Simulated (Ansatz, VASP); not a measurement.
## Two plane-wave programs on ZrSiO

```
Zr Si O
1.0
     3.31999    0.00000    0.00000
     0.00000    3.31999    0.00000
     0.00000    0.00000    7.35184
Zr Si O
2 2 2
Direct
  0.50000 0.00000 0.30841
  0.00000 0.50000 0.69159
  0.00000 0.00000 0.00000
  0.50000 0.50000 0.00000
  0.50000 0.00000 0.61129
  0.00000 0.50000 0.38871
```

The cell comes from a database or a generator and needn't be the stable form of this composition.

Alike in both runs: task single point; functional PBE; k mesh 8 × 8 × 4; occupations fermi-dirac, width 0.05 eV; no spin polarisation.

|  | VASP | Ansatz |
| --- | --- | --- |
| version | VASP 6.6.1 | Ansatz 0.2.0 |
| potentials or method | VASP PAW PBE potentials, release 64 (Zr_sv, Si, O) | Ansatz PAW |
| plane-wave cutoff (eV) | 520 | 420 |
| valence electrons in the cell | 44 | 44 |

Ansatz gave:

```
gap on the k mesh at the Fermi level (eV)       : none
pressure (GPa)                                  : -1.6
largest component of the traceless stress (GPa) : 0.66
rms of the force components (eV/Å)              : 0.053
```

Estimate VASP's values.

gap on the k mesh at the Fermi level (eV): none; pressure (GPa): -1.5; largest component of the traceless stress (GPa): 0.58; rms of the force components (eV/Å): 0.044.

Atom by atom the forces differ by 0.009 eV/Å (rms over components). A gap of «none» marks a metal or a gap that the smearing closes.

Caveats: the pressure holds a Pulay correction of +0.3 GPa for the finite cutoff (Ansatz).
